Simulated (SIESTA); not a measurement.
TiCo under changes of volume

One of the cells (13.313 Å³/atom); the others are scaled copies at fixed shape and fractional positions:

```
CELL_PARAMETERS angstrom
2.98611 0.00000 0.00000
0.00000 2.98611 0.00000
0.00000 0.00000 2.98611
ATOMIC_POSITIONS crystal
Co 0.50000 0.50000 0.50000
Ti 0.00000 0.00000 0.00000
```

The cell comes from a database or a generator and needn't be the stable form of this composition.

```yaml
Program: SIESTA 5.4.2
Functional: LDA
Potentials_or_basis: PseudoDojo 0.4 standard (LDA files)
Basis: DZP (energy shift 0.003 Ry; two zetas on semicore shells)
Grid_cutoff: 800 Ry
Energy_shift: 0.003 Ry
k_mesh: 7 × 7 × 7
Occupations: fermi-dirac, width 0.05 eV
Spin: collinear spin, ferromagnetic start
Starting_moments: "[2.0, 1.0] μB"
```

| volume (Å³/atom) | energy over the lowest point (meV/atom) | pressure (GPa) | moment (μB per cell) |
| --- | --- | --- | --- |
| 12.515 | 0.00 | -4.9 | 0.59 |
| 12.781 | 11.45 | -8.8 | 0.61 |
| 13.047 | 28.98 | -12.2 | 0.64 |
| 13.313 | 51.94 | -15.3 | 0.66 |
| 13.580 | ? | ? | ? |
| 13.846 | 111.77 | -20.3 | 0.71 |
| 14.112 | 147.50 | -22.6 | 0.73 |

Q: What does the run at 13.580 Å³/atom give?

A: Energy over the lowest point 79.77 meV/atom; pressure -18.1 GPa; moment 0.69 μB per cell.

Worked out: A Birch-Murnaghan fit of order 3 (a polynomial in V^(-2/3)) to the other rows has its minimum at 12.22 Å³/atom, just outside them, with B0 = V·E''(V) = 218 GPa and B' = 4.6. It gives 79.78 meV/atom at 13.580 Å³/atom, against the run's 79.77, and -dE/dV = -18.0 GPa, against -18.1. A straight line through the other rows of the moment, of slope 0.0891 μB per Å³/atom, gives 0.68 μB, against the run's 0.69.

Energies are extrapolated to zero smearing.

Caveats: short orbitals over semicore shells can move pressures by several GPa; the basis of atomic orbitals isn't converged, which shifts pressures, moduli and gaps.
